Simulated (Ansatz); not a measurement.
An input for Ansatz 0.2.0 (Tc):

input.yaml

```yaml
crystal:
  lattice:
    - [0.0, 1.95, 1.95]
    - [1.95, 0.0, 1.95]
    - [1.95, 1.95, 0.0]
  atoms:
    - { symbol: Tc, position: [0.0, 0.0, 0.0] }
kpoints:
  mp_grid: { grid: [9, 9, 9] }
  band_path:
    path:
      - [0.0, 0.0, 0.0]
      - [0.5, 0.0, 0.5]
      - [0.5, 0.25, 0.75]
      - [0.375, 0.375, 0.75]
      - [0.0, 0.0, 0.0]
      - [0.5, 0.5, 0.5]
      - [0.625, 0.25, 0.625]
      - [0.5, 0.25, 0.75]
    npoints: 8
scf:
  occupations: { method: methfessel_paxton, width: 0.01 }
  mixing: { algorithm: anderson, beta: 1.0, ndim: 1, preconditioner: none }
  max_iter: 50
hamiltonian:
  xc: pbe
  pseudopotentials: { kind: all_electron, datasets: crystal }
  hubbard:
    sites: [{ species: Tc, l: d, u_eff: 6 }]
    double_counting: fll
    projectors: augmentation-sphere
magnetization:
  noncollinear: true
output:
  forces: true
  stress: true
  eigenvalues: true
```

Potentials or basis: all-electron PAW datasets made for the crystal.

Run with:

```bash
$ ansatz run input.yaml --threads 1 --pin off --max-ram 2560MiB --backend cpu --events-out ev --progress --plain --runs-dir out
```

Task: What does the program do with it?

Result: The run stopped without a result. It printed:

Output:

```text
Error: hamiltonian.pseudopotentials.datasets: crystal, beside a feature not held to (magnetization.noncollinear: true, beside hamiltonian.hubbard) — the datasets of this kind: all_electron run are made for its crystal, and no such run has been held to what stands beside, or a reason given rules it out; change each as told or leave it out, or set another kind (and leave the keys of all_electron out)
```
